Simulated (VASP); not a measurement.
# TiC in VASP: work function with PBEsol

Aim: the work function of TiC with PBEsol.

Program: VASP 6.6.1. These are calculated values, not measurements. Logs are shortened: lines on timing, memory, paths and dates and some standing lists are left out, and cuts for length are marked.

## (1) The slab as given

The cell holds a slab with vacuum, 4 atoms: a = 3.054 Å, b = 3.054 Å, c = 18.159 Å, α = 90.00°, β = 90.00°, γ = 90.00°.

## (2) Work function, PBEsol

INCAR reads:

```
SYSTEM = TiC
ALGO = Normal ; DIPOL = 0.5 0.5 0.500
EDIFF = 1E-6 ; ENCUT = 520
GGA = PS ; IDIPOL = 3
ISIF = 2 ; ISMEAR = 1
KPAR = 8 ; LASPH = .True.
LCHARG = .True. ; LDIPOL = .True.
LREAL = .False. ; LVACPOTAV = .True.
LVHAR = .True. ; LWAVE = .False.
NELM = 80 ; PREC = Accurate
SIGMA = 0.1
```

KPOINTS reads:

```
k-points
0
Gamma
  10 10 1
  0 0 0
```

POSCAR reads:

```
TiC                                     
1.0
    3.0537113450      0.0000000000      0.0000000000
    0.0000000000      3.0537113450      0.0000000000
    0.0000000000      0.0000000000     18.1593000000
  Ti              C             
     2     2
Direct
     0.5000000000000000    0.5000000000000000    0.4446331413216930
     0.0000000000000000    1.0000000000000000    0.5553668586783072
     0.0000000000000000    0.0000000000000000    0.4412353625917905
     0.5000000000000000    0.5000000000000000    0.5587646374082095
```

Potentials or basis: VASP PAW PBE potentials, release 64 (Ti_sv, C).

Launch:

```
> cat potpaw_PBE.64/Ti_sv/POTCAR potpaw_PBE.64/C/POTCAR > POTCAR
> mpirun -np 8 vasp_std > vasp.out
```

OUTCAR:

```text
SYSTEM = TiC
   EDIFF = 1E-6
   ENCUT = 520
   GGA = PS
   ISIF = 2
   ISMEAR = 1
   LASPH = .True.
   LREAL = .False.
   NELM = 80
   PREC = Accurate

 ion  position               nearest neighbor table
   1  0.500  0.500  0.445-   4 2.07   3 2.16   3 2.16   3 2.16   3 2.16
   2  0.000  0.000  0.555-   3 2.07   4 2.16   4 2.16   4 2.16   4 2.16
   3  0.000  0.000  0.441-   2 2.07   1 2.16   1 2.16   1 2.16   1 2.16
   4  0.500  0.500  0.559-   1 2.07   2 2.16   2 2.16   2 2.16   2 2.16

  LATTYP: Found a simple tetragonal cell.
 ALAT       =     3.0537113450
 C/A-ratio  =     5.9466327850

  Lattice vectors:

 A1 = (   3.0537113450,   0.0000000000,   0.0000000000)
 A2 = (   0.0000000000,   3.0537113450,   0.0000000000)
 A3 = (   0.0000000000,   0.0000000000,  18.1593000000)

Analysis of symmetry for initial positions (statically):
=====================================================================
 Subroutine PRICEL returns:
 Original cell was already a primitive cell.

 Routine SETGRP: Setting up the symmetry group for a
 simple tetragonal supercell.

 Subroutine GETGRP returns: Found 16 space group operations
 (whereof  8 operations were pure point group operations)
 out of a pool of 16 trial point group operations.

The static configuration has the point symmetry C_4v.
 The point group associated with its full space group is D_4h.

Analysis of symmetry for dynamics (positions and initial velocities):
=====================================================================
 Subroutine PRICEL returns:
 Original cell was already a primitive cell.

 Routine SETGRP: Setting up the symmetry group for a
 simple tetragonal supercell.

 Subroutine GETGRP returns: Found 16 space group operations
 (whereof  8 operations were pure point group operations)
 out of a pool of 16 trial point group operations.

The dynamic configuration has the point symmetry C_4v.
 The point group associated with its full space group is D_4h.

 Subroutine INISYM returns: Found 16 space group operations
 (whereof  8 operations are pure point group operations),
 and found     1 'primitive' translations

----------------------------------------------------------------------------------------

                                     Primitive cell

  volume of cell :     169.3383

  direct lattice vectors                    reciprocal lattice vectors
     3.053711345  0.000000000  0.000000000     0.327470375  0.000000000  0.000000000
     0.000000000  3.053711345  0.000000000     0.000000000  0.327470375  0.000000000
     0.000000000  0.000000000 18.159300000     0.000000000  0.000000000  0.055068202

  length of vectors
     3.053711345  3.053711345 18.159300000     0.327470375  0.327470375  0.055068202

  position of ions in fractional coordinates (direct lattice)
     0.500000000  0.500000000  0.444633141
     0.000000000  0.000000000  0.555366859
     0.000000000  0.000000000  0.441235363
     0.500000000  0.500000000  0.558764637

  ion indices of the primitive-cell ions
   primitive index   ion index
                 1           1
                 2           2
                 3           3
                 4           4

----------------------------------------------------------------------------------------

 KPOINTS: k-points

Automatic generation of k-mesh.
 Grid dimensions read from file:
 generate k-points for:   10   10    1

 Generating k-lattice:

  Cartesian coordinates                     Fractional coordinates (reciprocal lattice)
     0.032747038  0.000000000  0.000000000     0.100000000  0.000000000  0.000000000
     0.000000000  0.032747038  0.000000000     0.000000000  0.100000000  0.000000000
     0.000000000  0.000000000  0.055068202     0.000000000  0.000000000  1.000000000

  Length of vectors
     0.032747038  0.032747038  0.055068202

  Shift w.r.t. Gamma in fractional coordinates (k-lattice)
     0.000000000  0.000000000  0.000000000

 Subroutine IBZKPT returns following result:
 ===========================================

 Found     21 irreducible k-points:

 Following reciprocal coordinates:
            Coordinates               Weight
  0.000000  0.000000  0.000000      1.000000
  0.100000  0.000000  0.000000      4.000000
  0.200000  0.000000  0.000000      4.000000
  0.300000  0.000000  0.000000      4.000000
  0.400000  0.000000  0.000000      4.000000
  0.500000  0.000000  0.000000      2.000000
[... 13 lines left out ...]
  0.500000  0.400000  0.000000      4.000000
  0.500000  0.500000  0.000000      1.000000
   k-points           NKPTS =     21   k-points in BZ     NKDIM =     21   number of bands    NBANDS=     20
   number of dos      NEDOS =    301   number of ions     NIONS =      4
   total plane-waves  NPLWV =  80640
   dimension x,y,z NGX =    24 NGY =   24 NGZ =  140
   dimension x,y,z NGXF=    48 NGYF=   48 NGZF=  280
   ions per type =               2   2
   NGX,Y,Z   is equivalent  to a cutoff of  13.07, 13.07, 12.82 a.u.
   NGXF,Y,Z  is equivalent  to a cutoff of  26.13, 26.13, 25.63 a.u.
 SYSTEM =  TiC
   PREC   = accura    normal or accurate (medium, high low for compatibility)
   ISTART =      0    job   : 0-new  1-cont  2-samecut
   ICHARG =      2    charge: 1-file 2-atom 10-const
   ISPIN  =      1    spin polarized calculation?
   LNONCOLLINEAR =      F non collinear calculations
   LSORBIT =      F    spin-orbit coupling
   LASPH  =      T    aspherical Exc in radial PAW
   ENCUT  =  520.0 eV  38.22 Ry    6.18 a.u.   5.68  5.68 33.76*2*pi/ulx,y,z
   NELM   =     80;   NELMIN=  2; NELMDL= -5     # of ELM steps
   EDIFF  = 0.1E-05   stopping-criterion for ELM
   LREAL  =      F    real-space projection
   EDIFFG = 0.1E-04   stopping-criterion for IOM
   NSW    =      0    number of steps for IOM
   IBRION =     -1    ionic relax: 0-MD 1-quasi-New 2-CG
   NFREE  =      0    steps in history (QN), initial steepest desc. (CG)
   ISIF   =      2    stress and relaxation
   ISYM   =      2    0-nonsym 1-usesym 2-fastsym
   POTIM  = 0.5000    time-step for ionic-motion
   TEBEG  =    0.0;   TEEND  =   0.0 temperature during run
   PSTRESS=    0.0 pullay stress
   NELECT =      32.0000    total number of electrons
   NUPDOWN=      -1.0000    fix difference up-down
   EMIN   =  10.00;   EMAX   =-10.00  energy-range for DOS
   EFERMI =   0.00;   METHOD = LEGACY
   ISMEAR =     1;   SIGMA  =   0.10  broadening in eV -4-tet -1-fermi 0-gaus
   EFERMI_NEDOS =   21; number of points for ismear=-14 and -15
   IALGO  =     38    algorithm
   IMIX   =      4    mixing-type and parameters
     AMIX     =   0.40;   BMIX     =  1.00
     AMIX_MAG =   1.60;   BMIX_MAG =  1.00
  volume/ion in A,a.u.               =      42.33       285.69
  Fermi-wavevector in a.u.,A,eV,Ry     =   0.939449  1.775301 12.008014  0.882564
  Thomas-Fermi vector in A             =   2.066762
   LORBIT       =      0    0 simple, 1 ext, 2 COOP (PROOUT), +10 PAW based schemes
   GGA     = PS    functional components
   LHFCALC =     F    Hartree Fock is set to
   AEXX    =    0.0000 exact exchange contribution
   IVDW    =     0    specifies the selected vdW correction
   LEPSILON=     F    determine dielectric tensor
   LRPA    =     F    only Hartree local field effects (RPA)
 non-spin polarized calculation
 Methfessel and Paxton  Order N= 1 SIGMA  =   0.10
  energy-cutoff  :      520.00
  volume of cell :      169.34
 maximum number of plane-waves:      4582
 NGX is ok and might be reduce to    24
   NGX = 11   NGY = 11   NGZ = 67

 number of electron      32.0000010 magnetization

 dipolmoment           0.000000      0.000000     -0.000000 electrons x Angstroem

 Free energy of the ion-electron system (eV)
  ---------------------------------------------------
  ext. energy  EPLUGINS =         0.00000000
  ---------------------------------------------------
  free energy    TOTEN  =       -37.21166674 eV

  energy without entropy =      -37.20973399  energy(sigma->0) =      -37.21102249

 E-fermi :  -0.7016     XC(G=0):  -3.9808

 val. band max:       -0.7675740076   @ k =   0.0000   0.0000   0.0000
 cond. band min:      -0.6928815466   @ k =   0.1000   0.0000   0.0000
 fundamental gap:      0.0746924610
 Fermi energy:        -0.7015728273

 k-point     1 :       0.0000    0.0000    0.0000
  band No.  band energies     occupation
      1     -57.1841      2.00000
      2     -57.1067      2.00000
      3     -33.8401      2.00000
      4     -33.5617      2.00000
      5     -33.3814      2.00000
      6     -33.3814      2.00000
[... 12 lines left out ...]
     19       0.1911     -0.00000
     20       1.1778     -0.00000

 k-point     2 :       0.1000    0.0000    0.0000
  band No.  band energies     occupation
      1     -57.1798      2.00000
      2     -57.1062      2.00000
      3     -33.8348      2.00000
      4     -33.5785      2.00000
      5     -33.3919      2.00000
      6     -33.3748      2.00000
[... 12 lines left out ...]
     19       0.7104     -0.00000
     20       1.0215     -0.00000

 k-point     3 :       0.2000    0.0000    0.0000
  band No.  band energies     occupation
      1     -57.1680      2.00000
      2     -57.1053      2.00000
      3     -33.8217      2.00000
      4     -33.6272      2.00000
      5     -33.4154      2.00000
      6     -33.3564      2.00000
[... 12 lines left out ...]
     19       1.0030     -0.00000
     20       1.2124     -0.00000

 k-point     4 :       0.3000    0.0000    0.0000
  band No.  band energies     occupation
      1     -57.1516      2.00000
      2     -57.1060      2.00000
      3     -33.8082      2.00000
      4     -33.6938      2.00000
      5     -33.4407      2.00000
      6     -33.4145      2.00000
[... 12 lines left out ...]
     19       1.1806     -0.00000
     20       1.5618      0.00000

 k-point     5 :       0.4000    0.0000    0.0000
  band No.  band energies     occupation
      1     -57.1344      2.00000
      2     -57.1104      2.00000
      3     -33.7998      2.00000
      4     -33.7531      2.00000
      5     -33.4628      2.00000
      6     -33.4627      2.00000
[... 12 lines left out ...]
     19       1.4375      0.00000
     20       1.9512      0.00000

 k-point     6 :       0.5000    0.0000    0.0000
  band No.  band energies     occupation
      1     -57.1200      2.00000
      2     -57.1200      2.00000
      3     -33.7874      2.00000
      4     -33.7874      2.00000
      5     -33.4748      2.00000
      6     -33.4748      2.00000
[... 12 lines left out ...]
     19       1.7107      0.00000
     20       1.7107      0.00000

 k-point     7 :       0.1000    0.1000    0.0000
  band No.  band energies     occupation
      1     -57.1756      2.00000
      2     -57.1055      2.00000
      3     -33.8293      2.00000
      4     -33.5896      2.00000
      5     -33.4067      2.00000
      6     -33.3693      2.00000
[... 12 lines left out ...]
     19       0.9904     -0.00000
     20       1.1104     -0.00000
[... 208 lines left out ...]
 k-point    17 :       0.4000    0.3000    0.0000
  band No.  band energies     occupation
      1     -57.1130      2.00000
      2     -57.0988      2.00000
      3     -33.7381      2.00000
      4     -33.6861      2.00000
      5     -33.5674      2.00000
      6     -33.5215      2.00000
[... 12 lines left out ...]
     19       2.2116      0.00000
     20       2.5470      0.00000

 k-point    18 :       0.5000    0.3000    0.0000
  band No.  band energies     occupation
      1     -57.1035      2.00000
      2     -57.1035      2.00000
      3     -33.7176      2.00000
      4     -33.7176      2.00000
      5     -33.5523      2.00000
      6     -33.5523      2.00000
[... 12 lines left out ...]
     19       2.4039      0.00000
     20       2.4039      0.00000

 k-point    19 :       0.4000    0.4000    0.0000
  band No.  band energies     occupation
      1     -57.1033      2.00000
      2     -57.0958      2.00000
      3     -33.7086      2.00000
      4     -33.6593      2.00000
      5     -33.6189      2.00000
      6     -33.5690      2.00000
[... 12 lines left out ...]
     19       2.2939      0.00000
     20       2.6166      0.00000

 k-point    20 :       0.5000    0.4000    0.0000
  band No.  band energies     occupation
      1     -57.0971      2.00000
      2     -57.0971      2.00000
      3     -33.6812      2.00000
      4     -33.6812      2.00000
      5     -33.6058      2.00000
      6     -33.6058      2.00000
[... 12 lines left out ...]
     19       2.4607      0.00000
     20       2.4607      0.00000

 k-point    21 :       0.5000    0.5000    0.0000
  band No.  band energies     occupation
      1     -57.0947      2.00000
      2     -57.0947      2.00000
      3     -33.6507      2.00000
      4     -33.6507      2.00000
      5     -33.6437      2.00000
      6     -33.6437      2.00000
[... 12 lines left out ...]
     19       2.5669      0.00000
     20       2.5670      0.00000

------------------------ aborting loop because EDIFF is reached ----------------------------------------

  FORCE on cell =-STRESS in cart. coord.  units (eV):
  Direction    XX          YY          ZZ          XY          YZ          ZX
  --------------------------------------------------------------------------------------
  -------------------------------------------------------------------------------------
  Total       -4.4642547     -4.4642547     -0.0358778      0.0000000      0.0000000      0.0000000
  in kB      -42.2381099    -42.2381099     -0.3394545      0.0000000      0.0000000      0.0000000
  external PRESSURE =     -28.2718914 kB  Pullay stress =       0.0000000 kB

 VOLUME and BASIS-vectors are now :
 -----------------------------------------------------------------------------
  energy-cutoff  :      520.00
  volume of cell :      169.34
      direct lattice vectors                 reciprocal lattice vectors
     3.053711345  0.000000000  0.000000000     0.327470375  0.000000000  0.000000000
     0.000000000  3.053711345  0.000000000     0.000000000  0.327470375  0.000000000
     0.000000000  0.000000000 18.159300000     0.000000000  0.000000000  0.055068202

 POSITION                                       TOTAL-FORCE (eV/Angst)
 -----------------------------------------------------------------------------------
      1.52686      1.52686      8.07423         0.000000      0.000000      0.012618
      0.00000      0.00000     10.08507        -0.000000      0.000000     -0.012618
      0.00000      0.00000      8.01253        -0.000000      0.000000     -0.003439
      1.52686      1.52686     10.14677         0.000000      0.000000      0.003439
 -----------------------------------------------------------------------------------
    total drift:                                0.000000     -0.000000      0.000000

  FREE ENERGIE OF THE ION-ELECTRON SYSTEM (eV)
  ---------------------------------------------------
  free  energy   TOTEN  =       -37.2116667393 eV

  energy  without entropy=      -37.2097339886  energy(sigma->0) =      -37.21102249

 vacuum level on the upper side and lower side of the slab         3.233         3.233
```

It took 21 s on 8 MPI ranks of Intel Xeon Platinum 8488C (Sapphire Rapids), shared host; peak memory 0.34 GiB.

What came out:

- Free energy: -37.2117 eV
- Largest force: 0.013 eV/Å
- Band gap on the k mesh: none (metal or under the smearing width)
- Work function of the upper face: 3.93 eV
- Work function of the lower face: 3.93 eV

Forces on the atoms (eV/Å):
```
Ti   0.000  0.000  0.013
Ti   0.000  0.000 -0.013
C    0.000  0.000 -0.003
C    0.000  0.000  0.003
```

Caveat: the PAW data sets were made with another functional, which shifts forces and pressure a little.
